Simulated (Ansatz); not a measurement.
# MgO: the band gap up the ladder of functionals

The task here is to estimate one member of a computed series from the others.

The runs shown are made with Ansatz 0.2.0. PAW datasets, plane waves. Computed at 0 K without zero-point motion; spin polarisation is off.

## Starting point

The cell was relaxed beforehand with r2SCAN.

It is orthorhombic, Ibam (No. 72); conventional cell a = 6.123 Å, b = 14.403 Å, c = 4.159 Å, 11.46 Å³ an atom. Around Mg lie 5 O at 2.01–2.08 Å; around Mg lie 5 O at 1.99–2.08 Å; around O lie 5 Mg at 2.01–2.08 Å; around O lie 5 Mg at 1.99–2.08 Å.

Structure file:

```cif
data_structure
_symmetry_space_group_name_H-M 'Ibam'
_symmetry_Int_Tables_number 72
_cell_length_a 6.1232
_cell_length_b 14.4031
_cell_length_c 4.1593
_cell_angle_alpha 90.000
_cell_angle_beta 90.000
_cell_angle_gamma 90.000
_cell_volume 366.83
loop_
_atom_site_label
_atom_site_type_symbol
_atom_site_symmetry_multiplicity
_atom_site_Wyckoff_symbol
_atom_site_fract_x
_atom_site_fract_y
_atom_site_fract_z
_atom_site_occupancy
Mg1 Mg 8 j 0.66618 0.92933 0.00000 1
Mg2 Mg 8 j 0.83580 0.81015 0.50000 1
O1 O 8 j 0.83522 0.80992 0.00000 1
O2 O 8 j 0.67023 0.92934 0.50000 1
```

Set-up of the first run:

The input, input.yaml:

```yaml
crystal:
  lattice:
    - [-3.0616139218, 7.2015716342, 2.0796578368]
    - [3.0616139218, -7.2015716342, 2.0796578368]
    - [3.0616139218, 7.2015716342, -2.0796578368]
  atoms:
    - { symbol: Mg, position: [0.9293348292, 0.6661833862, 0.5955182154] }
    - { symbol: Mg, position: [0.0706651708, 0.3338166138, 0.4044817846] }
    - { symbol: Mg, position: [0.5706651708, 0.1661833862, 0.736848557] }
    - { symbol: Mg, position: [0.4293348292, 0.8338166138, 0.263151443] }
    - { symbol: Mg, position: [0.3101516315, 0.33580361, 0.6459552415] }
    - { symbol: Mg, position: [0.6898483685, 0.66419639, 0.3540447585] }
    - { symbol: Mg, position: [0.1898483685, 0.83580361, 0.0256519785] }
    - { symbol: Mg, position: [0.8101516315, 0.16419639, 0.9743480215] }
    - { symbol: O, position: [0.8099189792, 0.8352181589, 0.6451371381] }
    - { symbol: O, position: [0.1900810208, 0.1647818411, 0.3548628619] }
    - { symbol: O, position: [0.6900810208, 0.3352181589, 0.0252991796] }
    - { symbol: O, position: [0.3099189792, 0.6647818411, 0.9747008204] }
    - { symbol: O, position: [0.4293375933, 0.1702250556, 0.5995626489] }
    - { symbol: O, position: [0.5706624067, 0.8297749444, 0.4004373511] }
    - { symbol: O, position: [0.0706624067, 0.6702250556, 0.7408874623] }
    - { symbol: O, position: [0.9293375933, 0.3297749444, 0.2591125377] }
kpoints:
  mp_grid: { grid: [8, 8, 8] }
  band_path:
    path:
      - [[0.0, 0.0, 0.0], [0.5, -0.5, 0.5], [0.2951841676888, -0.2951841676888, 0.7048158323112]]
      - [[-0.2951841676888, 0.2951841676888, 0.2951841676888], [0.0, 0.0, 0.0], [0.2708482311077, 0.2708482311077, -0.2708482311077]]
      - [[0.7291517688923, -0.2708482311077, 0.2708482311077], [0.5, -0.5, 0.5]]
      - [[0.0, 0.0, 0.0], [1.905908779515e-17, 0.5, -1.905908779515e-17], [0.25, 0.25, 0.25], [0.5, -1.628040866555e-17, 1.628040866555e-17], [0.0, 0.0, 0.0], [1.777439010721e-17, -1.777439010721e-17, 0.5], [0.25, 0.25, 0.25]]
    npoints: 10
hamiltonian:
  xc: pbe
scf:
  occupations: { method: fermi_dirac, width: 0.02 }
  n_extra_bands: 8
output:
  forces: true
  stress: true
  eigenvalues: true
  write_density: true
  write_potential: true
  elf: true
  volumetric_format: npy
```

Steps of the session up to this table: PBE band path; Single point with r2SCAN; HSE06 at the same geometry; PBE0 at the same geometry.

One table of the session follows, with a row left open; its other results are not shown here.

```
 level  gap (eV)
   PBE      3.21
r2SCAN      3.75
 HSE06         ?
  PBE0      5.46
```

**Question.** Estimate the row for HSE06.

**Answer.** gap (eV): 4.75. In the column «gap (eV)» it lies between r2SCAN (3.75) and PBE0 (5.46).

Meshes: PBE 8×8×8, r2SCAN 8×8×8, HSE06 4×4×4, PBE0 4×4×4

What this shows: The gap runs from 3.21 eV (PBE) to 5.46 eV (PBE0). Against HSE06, PBE is short by 1.54 eV, at 68 % of it, and r2SCAN 79 %. PBE0 lies 0.72 eV above HSE06, which differs from it by screening the long-range exchange.

To keep in mind: Warnings in the runs' records: stress scf threshold loose, stress exchange threshold loose.
